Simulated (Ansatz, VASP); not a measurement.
# Two plane-wave programs on Ni

Contents of POSCAR:

```
Ni
1.0
   -1.3837200000      1.3837200000      1.3837200000
    1.3837200000     -1.3837200000      1.3837200000
    1.3837200000      1.3837200000     -1.3837200000
Ni
1
Direct
    0.0000000000      0.0000000000      0.0000000000
```

Contents of INCAR.step1:

```
PREC     = Accurate       # precision mode
ENCUT    = 520            # plane-wave cutoff, eV
ISMEAR   = -1             # smearing method
SIGMA    = 0.1            # smearing width, eV
LREAL    = F              # projectors in reciprocal space
LASPH    = T              # aspherical terms in the spheres
NELM     = 150            # most SCF steps
ISPIN    = 2              # spin polarisation
MAGMOM   = 1              # initial moments
LMAXMIX  = 4              # l up to which the mixer works
NBANDS   = 15             # bands
GGA      = PE             # functional
ALGO     = Normal         # electronic algorithm
EDIFF    = 1E-4           # SCF threshold, eV
LWAVE    = T              # write WAVECAR
LCHARG   = F              # write CHGCAR
```

Contents of INCAR.step2:

```
PREC     = Accurate       # precision mode
ENCUT    = 520            # plane-wave cutoff, eV
EDIFF    = 1E-6           # SCF threshold, eV
ISMEAR   = -1             # smearing method
SIGMA    = 0.1            # smearing width, eV
LREAL    = F              # projectors in reciprocal space
LASPH    = T              # aspherical terms in the spheres
NELM     = 150            # most SCF steps
ALGO     = Normal         # electronic algorithm
ISIF     = 2              # what is computed and relaxed
LWAVE    = F              # write WAVECAR
LCHARG   = F              # write CHGCAR
ISPIN    = 2              # spin polarisation
MAGMOM   = 1              # initial moments
LORBIT   = 11             # projections on sites
LMAXMIX  = 4              # l up to which the mixer works
METAGGA  = R2SCAN         # meta-GGA
LMIXTAU  = T            
NBANDS   = 15             # bands
ISTART   = 1
```

Contents of KPOINTS:

```
Automatic mesh
0
Gamma
  17 17 17
```

Input for Ansatz:

```yaml
crystal:
  lattice:
    - [-1.38372, 1.38372, 1.38372]
    - [1.38372, -1.38372, 1.38372]
    - [1.38372, 1.38372, -1.38372]
  atoms:
    - { symbol: Ni, position: [0.0, 0.0, 0.0] }
basis:
  ecutwfc: 530.622031796766
kpoints:
  mp_grid:
    grid: [17, 17, 17]
hamiltonian:
  xc: r2scan
magnetization:
  spin_polarized: true
  per_species:
    Ni: 1.0
scf:
  occupations:
    method: fermi_dirac
    width: 0.1
output:
  stress: true
```

This isn't the form of Ni at room conditions, which is fcc.

Alike in both runs: task single point; functional r2SCAN; k mesh 17 × 17 × 17; occupations fermi-dirac, width 0.1 eV; collinear spin.

|  | VASP | Ansatz |
| --- | --- | --- |
| version | VASP 6.6.1 | Ansatz 0.2.0 |
| potentials or method | VASP PAW PBE potentials, release 64 (Ni) | plane waves, PAW |
| plane-wave cutoff (eV) | 520 | 531 |
| valence electrons in the cell | 10 | 18 |

|  | VASP | Ansatz | Ansatz less VASP |
| --- | --- | --- | --- |
| pressure (GPa) | 0.5 | 0.0 | -0.46 |
| net moment per atom (μB) | 0.64 | 0.65 | +0.012 |
| size of the moment on the site where the two differ most (μB) | 0.66 | 0.71 | +0.053 |

Site moments also hang on the region over which each program counts them. The two sets of potentials don't hold the same shells in valence. Ansatz warned: «stability_check_not_made».

Caveats: the PAW data sets were made with another functional, which shifts forces and pressure a little (VASP).
